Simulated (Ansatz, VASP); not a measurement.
This is a calculation of NaCl for Ansatz 0.2.0.

File input.yaml:

```yaml
crystal:
  lattice:
    - [0.0, 3.12573, 3.12573]
    - [3.12573, 0.0, 3.12573]
    - [3.12573, 3.12573, 0.0]
  atoms:
    - { symbol: Na, position: [0.25, 0.25, 0.25] }
    - { symbol: Cl, position: [0.5, 0.5, 0.5] }
hamiltonian:
  xc: pbe
  pseudopotentials: { kind: paw }
kpoints:
  mp_grid: { grid: [7, 7, 7] }
scf:
  occupations: { method: fermi_dirac, width: 0.05 }
output:
  forces: true
  stress: true
  eigenvalues: true
relax:
  f_tol: 0.01
  max_steps: 40
```

Potentials or basis: Ansatz PAW.

Run with:

```console
$ ansatz run input.yaml --threads 2 --pin off --max-ram 5632MiB --backend cpu --events-out ev --progress --plain --runs-dir out
```

Question: Translate it to VASP 6.6.1. Potentials there: VASP PAW PBE potentials, release 64 (Na_pv, Cl).

Answer: As run (the cutoff follows the program's own potentials):

Contents of INCAR:

```
PREC = Accurate ; ENCUT = 520
EDIFF = 1E-7 ; ISMEAR = -1
SIGMA = 0.05 ; LREAL = False
LASPH = True ; NELM = 60
ALGO = Normal ; ISIF = 2
LWAVE = False ; LCHARG = False
GGA = PE ; IBRION = 2
NSW = 40 ; EDIFFG = -0.01
```

KPOINTS

```
regular mesh
0
Gamma
  7 7 7
```

The input POSCAR:

```
NaCl
1.0
    0.0000000000      3.1257300000      3.1257300000
    3.1257300000      0.0000000000      3.1257300000
    3.1257300000      3.1257300000      0.0000000000
Na Cl
1 1
Direct
    0.2500000000      0.2500000000      0.2500000000
    0.5000000000      0.5000000000      0.5000000000
```

Potentials or basis: VASP PAW PBE potentials, release 64 (Na_pv, Cl).

Run with:

```console
$ cat potpaw_PBE.64/Na_pv/POTCAR potpaw_PBE.64/Cl/POTCAR > POTCAR
$ mpirun -np 1 vasp_std > vasp.out
```

Both were run:

|  | VASP | Ansatz | Ansatz less VASP |
| --- | --- | --- | --- |
| gap on the k mesh at the Fermi level, each at its own relaxed structure (eV) | 4.85 | 4.85 | 0.000 |

The two sets of potentials don't hold the same shells in valence.

Caveats: the relaxation stopped at its first step, so nothing moved; an odd mesh through Γ misses points on the zone boundary, where band edges often lie (VASP); odd divisions of the mesh miss points on the zone boundary, where band edges often lie, so the gap on the mesh can be too wide (Ansatz).
